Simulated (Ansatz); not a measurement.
Reaction (formal loss of a carbene): `FC(F)C(F)F` → `FC(F)F` + `[CH]F`

Program: Ansatz. Geometries: PBE0-D4/def2-TZVP. ΔE: electronic, gas phase. CBS: MP2 limit from def2 TZ/QZ plus the TZ coupled-cluster correction, frozen cores. This one scheme is used for every species. Functionals use def2-TZVPP. B3LYP here is the variant with VWN-RPA as its local correlation; programs differ in this. HSE06 is defined as in plane-wave codes. Each species was taken in one conformer, which may not be the lowest.

`FC(F)C(F)F`:

Cartesian coordinates in Å:
```
F -1.374 0.437 0.996
C -0.065 0.258 0.716
F 0.549 1.452 0.753
C 0.055 -0.353 -0.675
F 1.348 -0.675 -0.894
F -0.331 0.534 -1.607
H 0.378 -0.397 1.473
H -0.560 -1.255 -0.763
```

`FC(F)F`:

Z-matrix (Å, degrees):
```
C
F 1 1.331
F 1 1.331 2 108.5
F 1 1.331 2 108.5 3 -117.7
H 1 1.093 2 110.4 3 121.1
```

`[CH]F`:

```xyz
3

C     0.258   -0.033   -0.438
F    -0.747    0.687   -0.033
H     0.489   -0.655    0.472
```

Q: Is it downhill or uphill in electronic energy at CCSD(T)/CBS, and by how much? (Best estimate.)

A: Computed: Uphill: ΔE = +82.0 kcal/mol.

Q: What do these levels give: LDA (SPW92), B3LYP-D4, PBE-QIDH, PBE0, HSE06, CAM-B3LYP, HF/def2-SVP, CCSD(T)/def2-SVP, CCSD(T)/def2-TZVPP, SCS-MP2/def2-QZVPP, HF/CBS(def2), MP2/CBS(def2)? (Best estimate.)

A: Ansatz gave: LDA (SPW92) 98.2, B3LYP-D4 82.0, PBE-QIDH 87.5, PBE0 86.3, HSE06 86.3, CAM-B3LYP 83.3, HF/def2-SVP 74.8, CCSD(T)/def2-SVP 80.8, CCSD(T)/def2-TZVPP 80.5, SCS-MP2/def2-QZVPP 83.2, HF/CBS(def2) 71.7, MP2/CBS(def2) 87.7 kcal/mol.

Largest T1 diagnostic among the species: 0.018.

In def2-TZVPP, CCSD(T) changes the Hartree–Fock value by +8.6 kcal/mol (the triples alone add +0.5 kcal/mol) and MP2 by +14.2 kcal/mol. Leaving LDA and LC-ωPBE aside and taking each functional with its dispersion term where it has one, the values, not all of them listed here, spread over 8.9 kcal/mol, from BLYP-D4 to r2SCAN0-D4. LDA lies +13.9 kcal/mol from PBE without D4.
